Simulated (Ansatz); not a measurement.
`[CH3][Mg][O][SiH3]` + `Cl/C=C/Cl` → `[SiH3][O][Mg][Cl]` + `C/C=C/Cl`  (formal exchange of groups at a Mg–C bond)

Computed with Ansatz on PBE0-D4/def2-TZVP structures; ΔE is electronic, products minus reactants. CCSD(T)/CBS is the MP2 limit (def2-TZVPP, def2-QZVPP) plus CCSD(T) − MP2 in def2-TZVPP, frozen cores. Double bonds are as drawn, so ΔE can hold a change between cis and trans. Functionals use def2-TZVPP. B3LYP here is the variant with VWN-RPA as its local correlation; programs differ in this. HSE06 is defined as in plane-wave codes. For Mg outer-core shells are correlated without core-valence functions, which leaves a few kJ/mol of doubt a bond. One conformer a species, not always the lowest.

```
             level  ΔE (kJ/mol)  difference from CCSD(T)/CBS
       LDA (SPW92)       -219.5                         19.3
            PBE-D4       -221.3                         17.5
         revPBE-D4       -222.4                         16.4
           BLYP-D4       -224.1                         14.7
         r2SCAN-D4       -241.0                         -2.2
            B97M-V       -240.7                         -1.9
           PBE0-D4       -236.5                          2.3
        r2SCANh-D4       -244.2                         -5.4
        r2SCAN0-D4       -248.7                         -9.9
          HSE06-D4       -236.1                          2.7
          BHLYP-D4       -252.9                        -14.1
      CAM-B3LYP-D4       -241.8                         -3.0
           ωB97M-V       -238.0                          0.8
            B2PLYP       -239.5                         -0.7
          PBE-QIDH       -245.7                         -6.9
               PBE       -221.4                         17.4
            revPBE       -222.3                         16.5
              BLYP       -224.5                         14.3
            r2SCAN       -241.0                         -2.2
              PBE0       -236.5                          2.3
             B3LYP       -236.7                          2.1
           r2SCANh       -244.2                         -5.4
           r2SCAN0       -248.7                         -9.9
             HSE06       -236.2                          2.6
             BHLYP       -253.2                        -14.4
         CAM-B3LYP       -241.8                         -3.0
           LC-ωPBE       -243.4                         -4.6
RPA@PBE/def2-TZVPP       -227.7                         11.1
       HF/def2-SVP       -295.4                        -56.6
  CCSD(T)/def2-SVP       -262.1                        -23.3
     HF/def2-TZVPP       -274.9                        -36.1
    MP2/def2-TZVPP       -240.4                         -1.6
SCS-MP2/def2-TZVPP       -241.5                         -2.7
   CCSD/def2-TZVPP       -244.2                         -5.4
     HF/def2-QZVPP       -276.9                        -38.1
    MP2/def2-QZVPP       -241.5                         -2.7
SCS-MP2/def2-QZVPP       -243.4                         -4.6
      HF/CBS(def2)       -277.2                        -38.4
     MP2/CBS(def2)       -241.2                         -2.4
    CCSD/CBS(def2)       -245.0                         -6.2
       CCSD(T)/CBS       -238.8                            0
```

Largest T1 diagnostic among the species: 0.010.

From r2SCAN to r2SCAN0 (25 % exact exchange), in def2-TZVPP and without D4, ΔE moves by −7.7 kJ/mol. Leaving LDA and LC-ωPBE aside and taking each functional with its dispersion term where it has one, the values spread over 31.6 kJ/mol, from BHLYP-D4 to PBE-D4. At CCSD(T), def2-SVP lies −23.3 kJ/mol from the extrapolated value and def2-TZVPP +0.8 kJ/mol.

CCSD(T)/CBS has its own doubt, a few kJ/mol and more with outer-core shells, so smaller differences from it don't rank the levels.
